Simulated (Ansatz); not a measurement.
MgI2 (1T monolayer), computed twice by G0W0.

The cell holds 3 atoms: 1 Mg and 2 I. Its edges and angles: a = 4.133 Å, b = 4.133 Å, c = 29.900 Å, α = 90.0°, β = 90.0°, γ = 120.0°. Vacuum lies along c.

```xyz
3
Lattice="4.1326 0.0000 0.0000 -2.0663 3.5790 0.0000 0.0000 0.0000 29.9000" Properties=species:S:1:pos:R:3
Mg    0.0000    0.0000   14.9500
I     0.0000    2.3860   16.6315
I     2.0663    1.1930   13.2685
```

The structure was relaxed with PBE-D3(BJ). The runs that relaxed it are not among those shown. Spin-orbit coupling is left out unless a run names it. PAW set soft_2, made with PBE.

The first (Ansatz 0.2.0; start PBE, 3×3×1 mesh, 652 empty bands, screening to 75 eV; 4 threads of Arm Neoverse V1, shared host) gave, on its mesh: starting gap 4.07 eV, G0W0 gap 6.11 eV, mean of 1 + 4πα/V (set by the cell height) 1.70, 96 s.

Q: The second changes empty bands from 652 to 263 and screening cutoff (eV) from 75.0 to 41. What does it give?

It gave: starting gap 4.07 eV, G0W0 gap 5.91 eV, mean of 1 + 4πα/V (set by the cell height) 1.70, 19 s. The G0W0 gap moves by −0.20 eV, +0.00 eV from the start and −0.20 eV from the correction. Σc changes by +0.34 eV at the valence top and +0.14 eV at the conduction bottom, and Σx − Vxc between them by +0.0004 eV.

Limits: not at the basis limit; coarse mesh for a sheet; no spin-orbit coupling.

[Paths, hosts, dates, memory and timing lines, banners, echoed tables and standing remarks are left out of the program output.]

[Logs are printed without paths, hosts, clocks, repeated set-up lines and the standing remarks that a program may print on its own settings, such as how far it seeks lower states.]

[Runs of the session that timed out or met a known fault of the program may be left out.]

[Cells called generated may have been cut or substituted from an entry of the Crystallography Open Database or the Materials Project.]

[Hosts, paths, dates, database ids (printed as entryN), source tags and the programs' standing remarks are cut or masked in the printed files.]
